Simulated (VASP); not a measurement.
A run of VASP 6.6.1 is set up as follows.

The input INCAR:

```
SYSTEM = TePb
PREC     = Accurate       ! precision mode
ENCUT    = 520            ! plane-wave cutoff, eV
EDIFF    = 1E-7           ! SCF threshold, eV
ISMEAR   = 0              ! smearing method
SIGMA    = 0.05           ! smearing width, eV
LREAL    = .False.        ! projectors in reciprocal space
LASPH    = .True.         ! aspherical terms in the spheres
NELM     = 100            ! most SCF steps
ALGO     = Normal         ! electronic algorithm
ISIF     = 2              ! what is computed and relaxed
LWAVE    = .False.        ! write WAVECAR
LCHARG   = .False.        ! write CHGCAR
GGA      = PS             ! functional
NBANDS   = 17             ! bands
```

KPOINTS

```
regular mesh
0
Gamma
  8 8 8
  0 0 0
```

File POSCAR:

```
TePb
1.0
    0.0000000000      3.2270000000      3.2270000000
    3.2270000000      0.0000000000      3.2270000000
    3.2270000000      3.2270000000      0.0000000000
Te Pb
1 1
Direct
    0.4972609747      0.5000000000      0.5000000000
    0.0000000000      0.0000000000      0.0000000000
```

Potentials or basis: VASP PAW PBE potentials, release 64 (Te, Pb_d).

Run with:

```sh
$ cat potpaw_PBE.64/Te/POTCAR potpaw_PBE.64/Pb_d/POTCAR > POTCAR
$ mpirun -np 1 vasp_std > vasp.out
```

(1) Predict the largest force.

(2) Estimate the pressure.

Results:

(1) 0.006 eV/Å.

(2) -0.2 GPa.

Caveat: the PAW data sets were made with another functional, which shifts forces and pressure a little.
